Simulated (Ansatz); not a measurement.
## A series in volume scale on SrTe

All results are calculated (Ansatz 0.2.0). Periodic Kohn-Sham DFT of a crystal at fixed atoms, scaled to volume_scale times the given cell; pressure positive in compression, energy less spherical unpolarised free atoms, largest_vzz the field gradient of largest size among the nuclei.

The cell before it is scaled or strained (space group Fm-3m, No. 225):
```
SrTe
1.0
      0.0000     3.3592     3.3592
      3.3592     0.0000     3.3592
      3.3592     3.3592     0.0000
Sr Te
1 1
Direct
  0.00000 0.00000 0.00000
  0.50000 0.50000 0.50000
```

Settings of every row: method frozen-core PAW; functional PBE; relativity scalar; k mesh 11x11x11; filling fermi-dirac; smearing width 0.03 eV; wave cutoff 420 eV; paw set soft_2.

Atom start moment: 0 on all atoms.

Limits: no spin-orbit coupling on heavy atoms; the cell comes from a prototype or a list of computed structures and needn't be the stable phase.

```
row  volume scale  V (Å³/atom)  pressure (GPa)
  1          0.95       36.011           1.852
  2         0.975       36.958           0.866
  3             1       37.905           0.002
  4         1.025       38.854               ?
  5          1.05       39.801          -1.424
```

Question: what pressure should row 4 give?

Worked fit of pressure. Take u = (V_r/V)^(2/3) − 1 with V_r = 37.431 Å³ an atom, which is twice the finite (Eulerian) strain; such expansions in the strain, on which the Birch-Murnaghan equation of state is built, carry the rest volume and the bulk modulus. The shown rows have u = 0.02612, 0.00851, -0.00835, -0.0401. Least squares give pressure = 0.4206 + 51.321 × u + 132.81 × u² GPa; a straight line predicts inner rows, each left out in turn, worse (root mean square 0.091 against 0.0019 GPa). The rows lie off it by 0.000, -0.001, 0.001, 0.000. The pressure vanishes at u = -0.0084, or V = 37.91 Å³ an atom, and there the bulk modulus at fixed shape and fractions is B = −V dP/dV = (2/3)(1 + u) dP/du = 32.5 GPa. The withheld row has u = -0.02457, so the fit gives 0.4206 + 51.321 × (-0.02457) + 132.81 × (-0.02457)² = -0.760 GPa.

The calculation gave -0.757 GPa. The fit lies 0.003 GPa (0.092 % of the column's range) below it; its largest miss of a shown row is 0.001 GPa.
